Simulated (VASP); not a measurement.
# A VASP study of PbF2 (PBEsol): structure first, properties next

How well does PBEsol reproduce what experiment finds for PbF2? The cell is relaxed first, and properties follow on it. The steps: full relaxation (PBEsol), second relaxation, density, ELF and potential (PBEsol), band structure (PBEsol), total and projected DOS (PBEsol), volume scan with PBEsol, fit for PBEsol, field gradients at the nuclei (PBEsol) and response to an electric field (PBEsol). The start is a cell from a database of measured crystal structures.

Method: PBEsol; plane waves and PAW (Pb_d, F), in VASP 6.6.1.

The experiments to compare with:

For PbF2, cotunnite type, orthorhombic (commercial polycrystalline powder), “High-pressure X-ray diffraction study on alpha-PbF2” (2002, arxiv:cond-mat/0209082) gives, by synchrotron powder XRD, Rietveld: lattice constant a (a at ambient pressure, Pnma setting) 6.4567 ± 0.0009 Å; lattice constant b (b at ambient pressure, Pnma setting) 3.9071 ± 0.0005 Å; lattice constant c (c at ambient pressure, Pnma setting) 7.666 ± 0.001 Å.

The database entry behind the starting cell differs from later determinations by our own check (about 0.2 % short), so it need not match the best structure at ambient conditions.

## (1) The starting structure

Before any relaxation, the start is as follows. It takes space group Pnma (No. 62, orthorhombic). The conventional cell has a = 6.427 Å, b = 3.891 Å, c = 7.636 Å, α = 90.00°, β = 90.00°, γ = 90.00°. Pb has 5 F at 2.48 to 2.57 Å nearest. F has 4 Pb at 2.48 to 2.51 Å nearest. Nearest to F lie 1 Pb at 2.57 Å. Farther neighbours and most contacts between anions are not listed.

Coordinates:

```xyz
12
Lattice="6.4269 0.0000 0.0000 0.0000 3.8910 0.0000 0.0000 0.0000 7.6357" Properties=species:S:1:pos:R:3 pbc="T T T"
Pb    4.8587    2.9182    0.7865
Pb    1.5682    0.9727    6.8493
Pb    4.7816    0.9727    4.6044
Pb    1.6453    2.9182    3.0314
F     0.9126    2.9182    0.6490
F     5.5143    0.9727    6.9867
F     2.3008    0.9727    4.4669
F     4.1261    2.9182    3.1688
F     3.5412    2.9182    6.2155
F     2.8857    0.9727    1.4202
F     6.0991    0.9727    2.3976
F     0.3278    2.9182    5.2381
```

## (2) Full relaxation (PBEsol)

Properties are meant for the cell that this level of theory prefers, so cell and atoms are relaxed first (ISIF = 3) until forces and stress are small; EDIFFG sets the threshold. PBEsol restores the gradient expansion of exchange and is tuned for the cells of solids.

INCAR reads:

```
SYSTEM = PbF2
PREC = Accurate
ENCUT = 520
EDIFF = 1E-06
NELM = 100
ISMEAR = 0
SIGMA = 0.05
LREAL = .FALSE.
ALGO = Normal
GGA = PS
NBANDS = 69
LORBIT = 11
LWAVE = .FALSE.
LCHARG = .FALSE.
KPAR = 8
IBRION = 2
NSW = 60
ISIF = 3
EDIFFG = -0.01
```

POSCAR reads:

```
PbF2
1.0
    6.4268900000      0.0000000000      0.0000000000
    0.0000000000      3.8909800000      0.0000000000
    0.0000000000      0.0000000000      7.6357400000
Pb F
4 8
Direct
    0.7560000000      0.7500000000      0.1030000000
    0.2440000000      0.2500000000      0.8970000000
    0.7440000000      0.2500000000      0.6030000000
    0.2560000000      0.7500000000      0.3970000000
    0.1420000000      0.7500000000      0.0850000000
    0.8580000000      0.2500000000      0.9150000000
    0.3580000000      0.2500000000      0.5850000000
    0.6420000000      0.7500000000      0.4150000000
    0.5510000000      0.7500000000      0.8140000000
    0.4490000000      0.2500000000      0.1860000000
    0.9490000000      0.2500000000      0.3140000000
    0.0510000000      0.7500000000      0.6860000000
```

KPOINTS reads:

```
Automatic mesh
0
Gamma
4 7 4
0 0 0
```

Potentials, in the order of the species: Pb_d and F (PBE family, release 64).

Run with:

```console
> mpirun -np 8 vasp_std
```

The log of the run:

```text
[banner, memory and clock lines left out]
running    8 mpi-ranks, on    1 nodes
 distrk:  each k-point on    1 cores,    8 groups
 distr:  one band on    1 cores,    1 groups

 POSCAR found type information on POSCAR PbF
 POSCAR found :  2 types and      12 ions
|                                                                             |
|           W    W    AA    RRRRR   N    N  II  N    N   GGGG   !!!           |
|           W    W   A  A   R    R  NN   N  II  NN   N  G    G  !!!           |
|           W    W  A    A  R    R  N N  N  II  N N  N  G       !!!           |
|           W WW W  AAAAAA  RRRRR   N  N N  II  N  N N  G  GGG   !            |
|           WW  WW  A    A  R   R   N   NN  II  N   NN  G    G                |
|           W    W  A    A  R    R  N    N  II  N    N   GGGG   !!!           |
|                                                                             |
|     For optimal performance we recommend to set                             |
|       NCORE = 2 up to number-of-cores-per-socket                            |
|     NCORE specifies how many cores store one orbital (NPAR=cpu/NCORE).      |
|     This setting can greatly improve the performance of VASP for DFT.       |
|     The default, NCORE=1 might be grossly inefficient on modern             |
|     multi-core architectures or massively parallel machines. Do your        |
|     Unfortunately you need to use the default for GW and RPA                |
|     calculations (for HF NCORE is supported but not extensively tested      |
|     yet).                                                                   |
|                                                                             |

|                                                                             |
|               ----> ADVICE to this user running VASP <----                  |
|                                                                             |
|     You enforced a specific xc type in the INCAR file but a different       |
|     [... a line on the potential file left out ...]
|     I HOPE YOU KNOW WHAT YOU ARE DOING!                                     |
|                                                                             |

 LDA part: xc-table for (Slater+PW92), standard interpolation
 POSCAR, INCAR and KPOINTS ok, starting setup
 FFT: planning ... GRIDC
 FFT: planning ... GRID_SOFT
 FFT: planning ... GRID
 WAVECAR not read
 entering main loop
       N       E                     dE             d eps       ncg     rms          rms(c)
DAV:   1     0.172949706028E+04    0.17295E+04   -0.54243E+04  4968   0.196E+03
DAV:   2     0.260255358940E+03   -0.14692E+04   -0.13830E+04  5312   0.574E+02
DAV:   3    -0.434991925701E+02   -0.30375E+03   -0.28765E+03  5822   0.274E+02
DAV:   4    -0.652030800579E+02   -0.21704E+02   -0.21405E+02  6336   0.776E+01
DAV:   5    -0.657866818399E+02   -0.58360E+00   -0.58267E+00  5437   0.131E+01    0.141E+01
DAV:   6    -0.593670378189E+02    0.64196E+01   -0.23105E+01  7146   0.261E+01    0.528E+00
DAV:   7    -0.593015688384E+02    0.65469E-01   -0.19278E+00  5401   0.530E+00    0.314E+00
DAV:   8    -0.592264683571E+02    0.75100E-01   -0.46832E-01  5340   0.395E+00    0.875E-01
DAV:   9    -0.592162741343E+02    0.10194E-01   -0.61965E-02  7249   0.125E+00    0.179E-01
DAV:  10    -0.592182530167E+02   -0.19789E-02   -0.78091E-03  6333   0.580E-01    0.111E-01
DAV:  11    -0.592181517307E+02    0.10129E-03   -0.33149E-04  6891   0.129E-01    0.719E-02
DAV:  12    -0.592182112363E+02   -0.59506E-04   -0.44619E-04  5983   0.119E-01    0.155E-02
DAV:  13    -0.592182112164E+02    0.19845E-07   -0.23491E-05  6252   0.349E-02    0.685E-03
DAV:  14    -0.592182098399E+02    0.13765E-05   -0.84476E-06  5791   0.202E-02    0.312E-03
DAV:  15    -0.592182096009E+02    0.23896E-06   -0.96064E-07  2879   0.880E-03
   1 F= -.59218210E+02 E0= -.59218210E+02  d E =-.592182E+02
 curvature:   0.00 expect dE= 0.000E+00 dE for cont linesearch  0.000E+00
 trial: gam= 0.00000 g(F)=  0.482E-01 g(S)=  0.127E+00 ort = 0.000E+00 (trialstep = 0.100E+01)
 search vector abs. value=  0.175E+00
 bond charge predicted
       N       E                     dE             d eps       ncg     rms          rms(c)
DAV:   1    -0.612673845950E+02   -0.20492E+01   -0.67072E+01  6061   0.600E+01    0.100E+01
DAV:   2    -0.594750408259E+02    0.17923E+01   -0.62793E+00  5506   0.159E+01    0.228E+00
DAV:   3    -0.593327890571E+02    0.14225E+00   -0.49405E-01  6481   0.645E+00    0.838E-01
DAV:   4    -0.593151706628E+02    0.17618E-01   -0.11909E-01  6893   0.277E+00    0.328E-01
DAV:   5    -0.593154173804E+02   -0.24672E-03   -0.87448E-03  6555   0.643E-01    0.148E-01
DAV:   6    -0.593156112031E+02   -0.19382E-03   -0.13084E-03  6586   0.201E-01    0.463E-02
DAV:   7    -0.593156582810E+02   -0.47078E-04   -0.25793E-04  6561   0.111E-01    0.298E-02
DAV:   8    -0.593156388217E+02    0.19459E-04   -0.65516E-05  6679   0.593E-02    0.932E-03
DAV:   9    -0.593156399569E+02   -0.11352E-05   -0.12462E-05  5402   0.236E-02    0.299E-03
DAV:  10    -0.593156401571E+02   -0.20027E-06   -0.15474E-06  2900   0.108E-02
   2 F= -.59315640E+02 E0= -.59315640E+02  d E =-.974306E-01
[... from here on, the cycles between the ionic steps are left out ...]
   3 F= -.59316512E+02 E0= -.59316512E+02  d E =-.983021E-01
   4 F= -.59367557E+02 E0= -.59367557E+02  d E =-.510457E-01
   5 F= -.59462177E+02 E0= -.59462177E+02  d E =-.145665E+00
   6 F= -.59391874E+02 E0= -.59391874E+02  d E =-.753619E-01
   7 F= -.59477017E+02 E0= -.59477017E+02  d E =-.160505E+00
   8 F= -.59508331E+02 E0= -.59508331E+02  d E =-.313145E-01
   9 F= -.59508408E+02 E0= -.59508408E+02  d E =-.313912E-01
  10 F= -.59535079E+02 E0= -.59535079E+02  d E =-.266713E-01
  11 F= -.59553627E+02 E0= -.59553627E+02  d E =-.452191E-01
  12 F= -.59554834E+02 E0= -.59554834E+02  d E =-.464264E-01
  13 F= -.59566058E+02 E0= -.59566058E+02  d E =-.112238E-01
  14 F= -.59580507E+02 E0= -.59580507E+02  d E =-.256727E-01
  15 F= -.59583145E+02 E0= -.59583145E+02  d E =-.263820E-02
  16 F= -.59583484E+02 E0= -.59583484E+02  d E =-.297687E-02
  17 F= -.59587912E+02 E0= -.59587912E+02  d E =-.442769E-02
  18 F= -.59587511E+02 E0= -.59587511E+02  d E =-.402737E-02
  19 F= -.59590355E+02 E0= -.59590355E+02  d E =-.687093E-02
  20 F= -.59592978E+02 E0= -.59592978E+02  d E =-.262335E-02
  21 F= -.59595155E+02 E0= -.59595155E+02  d E =-.479981E-02
  22 F= -.59595823E+02 E0= -.59595823E+02  d E =-.668620E-03
  23 F= -.59595826E+02 E0= -.59595826E+02  d E =-.671814E-03
  24 F= -.59596245E+02 E0= -.59596245E+02  d E =-.418082E-03
  25 F= -.59596251E+02 E0= -.59596251E+02  d E =-.424844E-03
  26 F= -.59596232E+02 E0= -.59596232E+02  d E =-.405623E-03
  27 F= -.59596251E+02 E0= -.59596251E+02  d E =-.425031E-03
  28 F= -.59596252E+02 E0= -.59596252E+02  d E =-.425807E-03
 curvature:  -1.05 expect dE=-0.924E-04 dE for cont linesearch -0.827E-07
 trial: gam= 0.27011 g(F)=  0.342E-04 g(S)=  0.537E-04 ort =-0.118E-04 (trialstep = 0.137E+01)
 search vector abs. value=  0.211E-03
 bond charge predicted
       N       E                     dE             d eps       ncg     rms          rms(c)
DAV:   1    -0.595960904237E+02    0.16216E-03   -0.13143E-01  5229   0.173E+00    0.891E-02
DAV:   2    -0.595963671096E+02   -0.27669E-03   -0.41526E-03  6140   0.378E-01    0.394E-02
DAV:   3    -0.595963438332E+02    0.23276E-04   -0.10849E-04  6958   0.675E-02    0.207E-02
DAV:   4    -0.595963331241E+02    0.10709E-04   -0.25139E-05  6989   0.437E-02    0.429E-03
DAV:   5    -0.595963330885E+02    0.35689E-07   -0.75945E-06  4701   0.213E-02
  29 F= -.59596333E+02 E0= -.59596333E+02  d E =-.808498E-04
 trial-energy change:   -0.000081  1 .order   -0.000087   -0.000116   -0.000058
 step:   2.7171(harm=  2.7171)  dis= 0.00220  next Energy=   -59.596367 (dE=-0.115E-03)
 reached required accuracy - stopping structural energy minimisation
```

Elapsed: 15 min, on 8 MPI ranks of Intel Xeon 6975P-C (Granite Rapids), shared host; peak memory 4.6 GiB.

Lines that name or quote the potential files are left out of all logs, and their timing lines are given in words.

Parts of OUTCAR (step 2):

```text
ion  position               nearest neighbor table
   1  0.756  0.750  0.103-   5 2.48   8 2.49   6 2.51   6 2.51   9 2.57  11 2.81  11 2.81  10 2.84
                            10 2.84   4 3.92   4 3.92   2 4.01   2 4.01   2 4.13   2 4.13
   2  0.244  0.250  0.897-   6 2.48   7 2.49   5 2.51   5 2.51  10 2.57  12 2.81  12 2.81   9 2.84
                             9 2.84   3 3.92   3 3.92   1 4.01   1 4.01   1 4.13   1 4.13
   3  0.744  0.250  0.603-   7 2.48   6 2.49   8 2.51   8 2.51  11 2.57   9 2.81   9 2.81  12 2.84
                            12 2.84   2 3.92   2 3.92   4 4.01   4 4.01   4 4.13   4 4.13
   4  0.256  0.750  0.397-   8 2.48   5 2.49   7 2.51   7 2.51  12 2.57  10 2.81  10 2.81  11 2.84
                            11 2.84   1 3.92   1 3.92   3 4.01   3 4.01   3 4.13   3 4.13
   5  0.142  0.750  0.085-   1 2.48   4 2.49   2 2.51   2 2.51
   6  0.858  0.250  0.915-   2 2.48   3 2.49   1 2.51   1 2.51
   7  0.358  0.250  0.585-   3 2.48   2 2.49   4 2.51   4 2.51
   8  0.642  0.750  0.415-   4 2.48   1 2.49   3 2.51   3 2.51
   9  0.551  0.750  0.814-   1 2.57   3 2.81   3 2.81   2 2.84   2 2.84
  10  0.449  0.250  0.186-   2 2.57   4 2.81   4 2.81   1 2.84   1 2.84
  11  0.949  0.250  0.314-   3 2.57   1 2.81   1 2.81   4 2.84   4 2.84
  12  0.051  0.750  0.686-   4 2.57   2 2.81   2 2.81   3 2.84   3 2.84

  LATTYP: Found a simple orthorhombic cell.
 ALAT       =     3.8909800000
 B/A-ratio  =     1.6517406926
 C/A-ratio  =     1.9624207783

 Subroutine GETGRP returns: Found  8 space group operations
 (whereof  2 operations were pure point group operations)

The static configuration has the point symmetry S_2 .
 The point group associated with its full space group is D_2h.

 Found     36 irreducible k-points:

   k-points           NKPTS =     36   k-points in BZ     NKDIM =     36   number of bands    NBANDS=     69

   dimension x,y,z NGX =    48 NGY =   30 NGZ =   60
   dimension x,y,z NGXF=    96 NGYF=   60 NGZF=  120

   ENCUT  =  520.0 eV  38.22 Ry    6.18 a.u.  11.95  7.23 14.20*2*pi/ulx,y,z

   NELECT =     112.0000    total number of electrons

 k-points in reciprocal lattice and weights: Automatic mesh
   0.00000000  0.00000000  0.00000000       0.009
   0.25000000  0.00000000  0.00000000       0.018
   0.50000000  0.00000000  0.00000000       0.009
   0.00000000  0.14285714  0.00000000       0.018
   0.25000000  0.14285714  0.00000000       0.036
   0.50000000  0.14285714  0.00000000       0.018
   0.00000000  0.28571429  0.00000000       0.018
   0.25000000  0.28571429  0.00000000       0.036
   0.50000000  0.28571429  0.00000000       0.018
[...]
0.25000000  0.42857143  0.50000000       0.036
   0.50000000  0.42857143  0.50000000       0.018

 average (electrostatic) potential at core
       1 -92.0512       2 -92.0512       3 -92.0512       4 -92.0512       5 -74.6634
       6 -74.6634       7 -74.6634       8 -74.6634       9 -74.3760      10 -74.3760
      11 -74.3760      12 -74.3760

 E-fermi :   3.0302

 k-point     1 :       0.0000    0.0000    0.0000
  band No.  band energies     occupation
    ...
     52       0.8483      2.00000
     53       0.9261      2.00000
     54       2.3468      2.00000
     55       2.4350      2.00000
     56       2.4949      2.00000
     57       6.9446      0.00000
     58       7.5155      0.00000
     59       8.3259      0.00000
     60       8.3492      0.00000
     61       9.4610      0.00000
    ...

 k-point     2 :       0.2500    0.0000    0.0000
  band No.  band energies     occupation
    ...
     52       0.8644      2.00000
     53       1.1459      2.00000
     54       2.2515      2.00000
     55       2.3939      2.00000
     56       2.4951      2.00000
     57       7.1933      0.00000
     58       7.2720      0.00000
     59       7.4443      0.00000
     60       9.2402      0.00000
     61       9.2873      0.00000
    ...

 k-point     3 :       0.5000    0.0000    0.0000
  band No.  band energies     occupation
    ...
     52       0.8512      2.00000
     53       1.7490      2.00000
     54       1.7490      2.00000
     55       2.4690      2.00000
     56       2.4690      2.00000
     57       7.0414      0.00000
     58       7.0414      0.00000
     59       8.0813      0.00000
     60       8.0813      0.00000
     61       9.7255      0.00000
    ...

  Total       -0.0198105     -0.0191480      0.0527943     -0.0000000      0.0000000      0.0000000
  in kB       -0.1682447     -0.1626181      0.4483663     -0.0000000      0.0000000      0.0000000
  external PRESSURE =       0.0391678 kB  Pullay stress =       0.0000000 kB

  energy-cutoff  :      520.00
  volume of cell :      188.65
      direct lattice vectors                 reciprocal lattice vectors
     6.398308031  0.000000000  0.000000000     0.156291319 -0.000000000  0.000000000
     0.000000000  3.858883911  0.000000000    -0.000000000  0.259142286  0.000000000
     0.000000000  0.000000000  7.640775917     0.000000000  0.000000000  0.130876761

 POSITION                                       TOTAL-FORCE (eV/Angst)
 -----------------------------------------------------------------------------------
      4.75950      2.89416      0.80420         0.000721      0.000000     -0.000506
      1.63881      0.96472      6.83658        -0.000721     -0.000000      0.000506
      4.83796      0.96472      4.62459        -0.000721     -0.000000     -0.000506
      1.56035      2.89416      3.01619         0.000721      0.000000      0.000506
      0.90024      2.89416      0.51263         0.000879      0.000000     -0.000852
      5.49806      0.96472      7.12815        -0.000879     -0.000000      0.000852
      2.29891      0.96472      4.33301        -0.000879     -0.000000     -0.000852
      4.09940      2.89416      3.30776         0.000879      0.000000      0.000852
      3.35216      2.89416      6.47506        -0.000582     -0.000000     -0.008956
      3.04614      0.96472      1.16572         0.000582      0.000000      0.008956
      6.24530      0.96472      2.65467         0.000582      0.000000     -0.008956
      0.15301      2.89416      4.98610        -0.000582     -0.000000      0.008956
 -----------------------------------------------------------------------------------
    total drift:                                0.000000      0.000000     -0.000000

  FREE ENERGIE OF THE ION-ELECTRON SYSTEM (eV)
  ---------------------------------------------------
  free  energy   TOTEN  =       -59.5963330885 eV

  energy  without entropy=      -59.5963330885  energy(sigma->0) =      -59.59633309

 reached required accuracy - stopping structural energy minimisation

 total charge
# of ion       s       p       d       tot
------------------------------------------
    1        1.532   0.316   9.867  11.715
    2        1.532   0.316   9.867  11.715
    3        1.532   0.316   9.867  11.715
    4        1.532   0.316   9.867  11.715
    5        1.742   4.316   0.000   6.058
    6        1.742   4.316   0.000   6.058
    7        1.742   4.316   0.000   6.058
    8        1.742   4.316   0.000   6.058
    9        1.738   4.303   0.000   6.041
   10        1.738   4.303   0.000   6.041
   11        1.738   4.303   0.000   6.041
   12        1.738   4.303   0.000   6.041
--------------------------------------------------
tot         20.046  35.742  39.466  95.255

[... 3 further parts left out ...]
```

CONTCAR:

```
PbF2
   1.00000000000000
     6.3983080313656338    0.0000000000000000    0.0000000000000000
     0.0000000000000000    3.8588839109302802    0.0000000000000000
     0.0000000000000000    0.0000000000000000    7.6407759165132285
  Pb              F
     4     8
Direct
     0.7438687810001383    0.7500000000000000    0.1052510228107665
     0.2561312189998619    0.2500000000000000    0.8947489771892333
     0.7561312189998617    0.2500000000000000    0.6052510228107667
     0.2438687810001381    0.7500000000000000    0.3947489771892336
     0.1407002138290679    0.7500000000000000    0.0670908323946272
     0.8592997861709318    0.2500000000000000    0.9329091676053730
     0.3592997861709322    0.2500000000000000    0.5670908323946270
     0.6407002138290682    0.7500000000000000    0.4329091676053727
     0.5239141384714633    0.7500000000000000    0.8474349737244057
     0.4760858615285364    0.2500000000000000    0.1525650262755948
     0.9760858615285367    0.2500000000000000    0.3474349737244052
     0.0239141384714635    0.7500000000000000    0.6525650262755943
```

The gap is read on the k-mesh alone, so it is an upper bound where the band edges lie off the mesh. The PAW data sets were made with PBE, which is usual practice but a small mismatch for other functionals. The run keeps the 8 symmetry operations of its start, so it cannot find a distortion of lower symmetry.

(Part 1 of 8 ends here.)

[Lines on the potential files, build, host, timing and source positions are cut from VASP's logs without a mark.]

[Logs are printed without paths, hosts, clocks, repeated set-up lines and the standing remarks that a program may print on its own settings, such as how far it seeks lower states.]

[Hosts, paths, dates, database ids (printed as entryN), source tags and the programs' standing remarks are cut or masked in the printed files.]

[Measured values are set beside computed ones only where the two were judged alike; some that the calculation misses by far are left out.]

[In band tables of VASP the shares of atoms and orbitals are scaled to a sum of 1 inside the atoms' spheres.]
